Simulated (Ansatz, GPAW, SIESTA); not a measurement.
**Ge: programs and potentials compared**

```xyz
4
Lattice="0.0000 2.8857 5.1157 2.6305 0.0000 5.1157 2.6305 2.8857 0.0000" Properties=species:S:1:pos:R:3 pbc="T T T"
Ge    2.6159    4.2021    5.1348
Ge    2.5811    1.6049    5.1540
Ge    2.6116    2.9070    2.2054
Ge    2.5946    2.8908    8.0025
```

This isn't the form of Ge at room conditions, which is diamond.

Atoms were shifted at random by some hundredths of an Å from the given cell, which wasn't relaxed again for these runs.

Alike in all runs: task single point; functional PBEsol; k mesh 7 × 7 × 7; occupations fermi-dirac, width 0.05 eV; no spin polarisation; no spin-orbit coupling. Pressure is positive in compression and, in plane waves, holds the error of the finite cutoff, which Ansatz's Pulay term estimates and takes out.

```tsv
program and potentials	plane-wave cutoff (eV)	notes	pressure (GPa)	largest force (eV/Å)	energy over the undisturbed cell (meV/atom)
Ansatz, Ansatz PAW	420	potentials made for PBE, which Ansatz adapts in part; 14 valence electrons an atom on average; Pulay term of +0.03 GPa included	-3.36	0.182	1.97
SIESTA, files PseudoDojo sr-pbesol-0.4.1-standard, DZP (energy shift 0.003 Ry; two zetas on semicore shells)	-	atomic basis; 14 valence electrons an atom on average	-1.75	0.225	2.24
Ansatz, all-electron LAPW, scalar-relativistic	-	-	-3.34	0.182	-
GPAW, PAW data sets generated for this functional	600	4 valence electrons an atom on average	-3.50	0.190	2.07
```

Force on atom 3 (Ge), eV/Å:

```
                                                                                      program and potentials       x       y      z
                                                                                          Ansatz, Ansatz PAW  -0.055  -0.023  0.173
SIESTA, files PseudoDojo sr-pbesol-0.4.1-standard, DZP (energy shift 0.003 Ry; two zetas on semicore shells)  -0.052  -0.034  0.217
                                                              Ansatz, all-electron LAPW, scalar-relativistic  -0.055  -0.023  0.172
                                                           GPAW, PAW data sets generated for this functional  -0.056  -0.023  0.180
```

The pressure spans -3.50 (GPAW, PAW data sets generated for this functional) to -1.75 GPa (SIESTA, files PseudoDojo sr-pbesol-0.4.1-standard, DZP (energy shift 0.003 Ry; two zetas on semicore shells)), with all-electron results at -3.34. The pressure on the cell as given of SIESTA, files PseudoDojo sr-pbesol-0.4.1-standard, DZP (energy shift 0.003 Ry; two zetas on semicore shells) lies far from the others; the cause wasn't traced. Rows in atomic bases carry the error of their basis and grid, which can be large.

Differences between rows come from potentials, basis sets and numerical settings, since the functional is the same but for its coding. Runs on potential files found faulty are left out.
